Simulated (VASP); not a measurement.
# PtS2 (P-3m1) in VASP: further runs, part 2 of 2

VASP 6.6.1. The steps go on from the part before.

**4. Relaxation of cell and atoms, LDA**

INCAR

```
ALGO = Normal
EDIFF = 1E-6
EDIFFG = -0.01
ENCUT = 600
GGA = CA
IBRION = 2
ISIF = 3
ISMEAR = -1
LASPH = T
LCHARG = F
LREAL = F
LWAVE = F
NELM = 60
NSW = 60
PREC = Accurate
SIGMA = 0.05
```

KPOINTS

```
k-points
0
Gamma
  9 9 5
```

POSCAR

```
PtS2
1.0
    3.5432000000      0.0000000000      0.0000000000
   -1.7716000000      3.0685012107      0.0000000000
    0.0000000000      0.0000000000      5.0388000000
Pt S
1 2
Direct
    0.0000000000      0.0000000000      0.0000000000
    0.6666666667      0.3333333333      0.7730000000
    0.3333333333      0.6666666667      0.2270000000
```

Potentials or basis: VASP PAW LDA potentials, release 64 (Pt, S).

Run with:

```sh
> cat potpaw_LDA.64/Pt/POTCAR potpaw_LDA.64/S/POTCAR > POTCAR
> mpirun -np 1 vasp_std > vasp.out
```

Wall time 10 min (1 thread of Intel Xeon Platinum 8375C at 2.90GHz (Ice Lake), shared host); peak memory 0.21 GiB.

Results (log left out):

```
Free energy                            : -18.2161 eV
Relaxed volume                         : 16.65 Å³/atom
Relaxed cell                           : a = 3.560 Å, b = 3.560 Å, c = 4.549 Å, α = 90.00°, β = 90.00°, γ = 120.00°
Space group after relaxing (to 0.05 Å) : P-3m1 (No. 164)
Energy gained by relaxing              : 30.6 meV/atom
Ionic steps                            : 24
Pressure after relaxing                : 0.0 GPa
Largest force after relaxing           : 0.005 eV/Å
Band gap on the k mesh                 : none (metal or under the smearing width)
```

Forces on the atoms (eV/Å):
```
Pt   0.000  0.000  0.000
S    0.000  0.000 -0.005
S    0.000  0.000  0.005
```

Stress tensor (GPa, compression positive):
```
 0.08  0.00  0.00
 0.00  0.08  0.00
 0.00  0.00 -0.05
```

Step by step:
```csv
step,energy change (eV),largest force (eV/Å),pressure (GPa),volume (Å³)
1,0.0000,0.8050,3.59,54.78
2,0.0381,0.4672,-7.52,58.09
3,-0.0252,0.2794,-1.14,56.02
4,-0.0369,0.1819,-0.84,55.49
5,-0.0434,0.0329,-0.36,54.71
6,-0.0492,0.0890,0.15,54.14
7,-0.0614,0.2621,1.93,52.42
8,-0.0504,0.6275,6.67,49.00
9,-0.0625,0.4118,3.57,51.24
10,-0.0633,0.4086,3.53,51.20
11,-0.0655,0.3988,3.43,51.08
12,-0.0698,0.3799,3.29,50.84
13,-0.0770,0.3445,3.00,50.34
14,-0.0850,0.2683,2.61,49.34
15,-0.0849,0.2250,2.54,48.90
16,-0.0852,0.2407,2.57,49.05
17,-0.0882,0.1890,1.84,49.33
18,-0.0915,0.0588,0.08,50.05
19,-0.0915,0.0537,0.00,50.07
20,-0.0916,0.0495,-0.02,50.06
21,-0.0917,0.0386,0.02,50.03
22,-0.0919,0.0162,0.03,49.97
23,-0.0917,0.0285,0.07,49.85
24,-0.0919,0.0053,0.04,49.94
```

Final structure:
```
CELL_PARAMETERS angstrom
3.56024 0.00000 0.00000
-1.78012 3.08326 0.00000
0.00000 0.00000 4.54932
ATOMIC_POSITIONS crystal
Pt 0.00000 0.00000 0.00000
S 0.66667 0.33333 0.73874
S 0.33333 0.66667 0.26126
```

Levels at points of the mesh, in eV from the Fermi level:
```tsv
k point	band 9	band 10	band 11	band 12	band 13	band 14
(0.00, 0.00, 0.00)	-1.60	-1.60	0.20	1.12	1.12	3.29
```

The run has no spin-orbit coupling, so splittings on Pt are missing. Zero-point motion and thermal expansion aren't in these numbers.

**5. Relaxation of cell and atoms, PBEsol**

INCAR

```
SYSTEM = PtS2
PREC = Accurate
ENCUT = 600
EDIFF = 1E-6
ISMEAR = -1
SIGMA = 0.05
LREAL = .FALSE.
LASPH = .TRUE.
NELM = 60
ALGO = Normal
ISIF = 3
LWAVE = .FALSE.
LCHARG = .FALSE.
GGA = PS
IBRION = 2
NSW = 60
EDIFFG = -0.01
```

KPOINTS

```
regular mesh
0
G
  9 9 5
  0 0 0
```

POSCAR is that of step 4.

Potentials or basis: VASP PAW PBE potentials, release 64 (Pt, S).

Run with:

```sh
> cat potpaw_PBE.64/Pt/POTCAR potpaw_PBE.64/S/POTCAR > POTCAR
> mpirun -np 1 vasp_std > vasp.out
```

Run time: 14 min. Hardware: 1 thread of Intel Xeon Platinum 8375C at 2.90GHz (Ice Lake), shared host; peak memory 0.22 GiB.

Results (log left out):

```yaml
Free_energy: -16.9989 eV
Relaxed_volume: 17.66 Å³/atom
Relaxed_cell: a = 3.567 Å, b = 3.567 Å, c = 4.810 Å, α = 90.00°, β = 90.00°, γ = 120.00°
Space_group_after_relaxing_to_0.05_Å: P-3m1 (No. 164)
Energy_gained_by_relaxing: 22.4 meV/atom
Ionic_steps: 27
Pressure_after_relaxing: 0.0 GPa
Largest_force_after_relaxing: 0.007 eV/Å
Band_gap_on_the_k_mesh: 0.37 eV, indirect (least direct gap 0.89 eV)
```

Forces on the atoms (eV/Å):
```
Pt   0.000  0.000  0.000
S    0.000  0.000  0.007
S    0.000  0.000 -0.007
```

Step by step:
```
step  energy change (eV)  largest force (eV/Å)  pressure (GPa)  volume (Å³)
   1              0.0000                0.9301            6.16        54.78
   2              0.1062                0.8729           -9.98        60.54
   3             -0.0504                0.1994           -0.68        56.75
   4             -0.0504                0.2161           -0.50        56.70
   5             -0.0573                0.1277           -0.30        56.45
   6             -0.0600                0.0343           -0.10        56.19
   7             -0.0600                0.0274           -0.11        56.17
   8             -0.0603                0.0359           -0.02        56.06
   9             -0.0611                0.0655            0.26        55.72
  10             -0.0619                0.1229            0.83        55.04
  11             -0.0619                0.1518            1.14        54.70
  12             -0.0619                0.1511            1.13        54.70
  13             -0.0620                0.1504            1.15        54.67
  14             -0.0622                0.1495            1.15        54.63
  15             -0.0625                0.1478            1.12        54.54
  16             -0.0631                0.1449            1.11        54.36
  17             -0.0641                0.1399            1.07        53.99
  18             -0.0654                0.1316            1.05        53.26
  19             -0.0644                0.1235            1.19        51.79
  20             -0.0656                0.1333            1.15        52.62
  21             -0.0666                0.0832            0.60        52.79
  22             -0.0670                0.0041           -0.33        53.10
  23             -0.0671                0.0220           -0.04        53.01
  24             -0.0671                0.0204           -0.05        53.01
  25             -0.0671                0.0176           -0.06        53.01
  26             -0.0672                0.0097           -0.05        53.00
  27             -0.0672                0.0066           -0.02        52.99
```

Final structure:
```
Pt S
1.0
     3.56666    0.00000    0.00000
    -1.78333    3.08882    0.00000
     0.00000    0.00000    4.80955
Pt S
1 2
Direct
  0.00000 0.00000 0.00000
  0.66667 0.33333 0.75082
  0.33333 0.66667 0.24918
```

Levels at points of the mesh, in eV from the valence-band top:
```csv
k point,band 9,band 10,band 11,band 12,band 13,band 14
"(0.00, 0.00, 0.00)",-1.43,-1.43,0.00,1.57,1.57,3.89
```

Caveat: the PAW data sets were made with another functional, which shifts forces and pressure a little; spin-orbit coupling is left out, which moves the levels of the heavy elements; an odd mesh through Γ misses points on the zone boundary, where band edges often lie.

**6. Overview**

| task | level | potentials or basis | cell | cutoff (eV) | smearing | gap on the mesh (eV) | pressure (GPa) | relaxed volume (Å³/atom) | largest force (eV/Å) |
| --- | --- | --- | --- | --- | --- | --- | --- | --- | --- |
| single point | PBE | VASP PAW PBE potentials, release 64 (Pt, S) | as given | 520 | gaussian 0.03 eV | 1.03 | 11.1 | - | 1.21 |
| single point | PBE | VASP PAW PBE potentials, release 64 (Pt, S) | as given | 520 | gaussian 0.011 eV | 1.03 | 11.1 | - | 1.21 |
| relaxation of cell and atoms | LDA | VASP PAW LDA potentials, release 64 (Pt, S) | relaxed | 600 | fermi-dirac 0.05 eV | none | 0.0 | 16.65 | 0.01 |
| relaxation of cell and atoms | PBEsol | VASP PAW PBE potentials, release 64 (Pt, S) | relaxed | 600 | fermi-dirac 0.05 eV | 0.37 | 0.0 | 17.66 | 0.01 |

Alike in all rows: no spin polarisation; k mesh 9 × 9 × 5.

Caveats: spin-orbit coupling is left out, which moves the levels of the heavy elements (some runs); an odd mesh through Γ misses points on the zone boundary, where band edges often lie (some runs); forces of over 1 eV/Å show positions far from the minimum, so gaps and moduli don't describe the material at rest (some runs); the PAW data sets were made with another functional, which shifts forces and pressure a little (some runs).

Total energies depend on the potentials used, so only differences within one code and one set of settings carry meaning.
